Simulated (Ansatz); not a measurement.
## Bi: band structure with revPBE

Crystal: Bi.

```
Bi
1.0
    -1.98143    1.98143    1.98143
     1.98143   -1.98143    1.98143
     1.98143    1.98143   -1.98143
Bi
1
Direct
  0.00000 0.00000 0.00000
```

This isn't the form of Bi at room conditions, which is rhombohedral.

- Program: Ansatz 0.2.0
- Task: band structure
- Functional: revPBE
- Potentials or basis: Ansatz PAW
- Cutoff: 420 eV (not typed: the program's choice for these potentials)
- k mesh: 9 × 9 × 9
- Occupations: fermi-dirac, width 0.05 eV
- Spin: no spin polarisation
- Path: [["G", "H", "N", "G", "P", "H"], ["P", "N"]]
- Points for each segment of the path: 14

```yaml
Pressure: 1.9 GPa
Band_gap_on_the_k_mesh: none (metal or under the smearing width)
```

Levels at the corners of the path, in eV from the Fermi level:
```csv
point,band 5,band 6,band 7,band 8,band 9,band 10
Γ,-22.99,-13.53,5.11,5.11,5.11,9.11
H,-22.93,-8.35,-1.83,-1.83,-1.83,3.48
N,-22.91,-10.47,-5.11,1.55,3.44,5.92
Γ,-22.99,-13.53,5.11,5.11,5.11,9.11
P,-23.00,-9.94,-2.37,-2.37,-2.37,14.93
H,-22.93,-8.35,-1.83,-1.83,-1.83,3.48
P,-23.00,-9.94,-2.37,-2.37,-2.37,14.93
N,-22.91,-10.47,-5.11,1.55,3.44,5.92
```

Run time: 0.86 s on 2 threads of AMD EPYC 9B14 (Zen 4) (shared host), peak memory 0.34 GiB.

Caveat: spin-orbit coupling is left out, which moves the levels of the heavy elements; the PAW data sets come from PBE, with cores solved anew for the run's functional, which leaves a small shift of forces and pressure.
